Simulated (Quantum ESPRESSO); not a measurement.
The system is Pb.

```xyz
1
Lattice="-1.9797 1.9797 1.9797 1.9797 -1.9797 1.9797 1.9797 1.9797 -1.9797" Properties=species:S:1:pos:R:3 pbc="T T T"
Pb    0.0000    0.0000    0.0000
```

This isn't the form of Pb at room conditions, which is fcc.

| Quantity | Value |
| --- | --- |
| Program | Quantum ESPRESSO 7.5 |
| Task | single point |
| Functional | PBE |
| Potentials or basis | SSSP 1.3 efficiency PBE |
| Cutoff | 748 eV |
| Density cutoff | 5987 eV |
| k mesh | 9 × 9 × 9 |
| Occupations | fermi-dirac, width 0.05 eV |
| Spin | no spin polarisation |

On this cell: pressure 0.7 GPa; band gap on the k mesh none (metal or under the smearing width).

The same run follows on a disturbed copy (cell strained at random at fixed volume):

```
Pb
1.0
    -2.06690    2.05040    2.08125
     1.99925   -1.93748    1.90067
     1.99103    1.86160   -1.96833
Pb
1
Direct
  0.00466 0.99633 0.00314
```

Question: What changes?

Answer: The energy (extrapolated to zero smearing) moves by +4.6 meV/atom; pressure 1.3 GPa; band gap on the k mesh none (metal or under the smearing width).

Stress tensor (GPa, compression positive):
```
 1.38  0.30  0.33
 0.30  1.19 -0.43
 0.33 -0.43  1.45
```
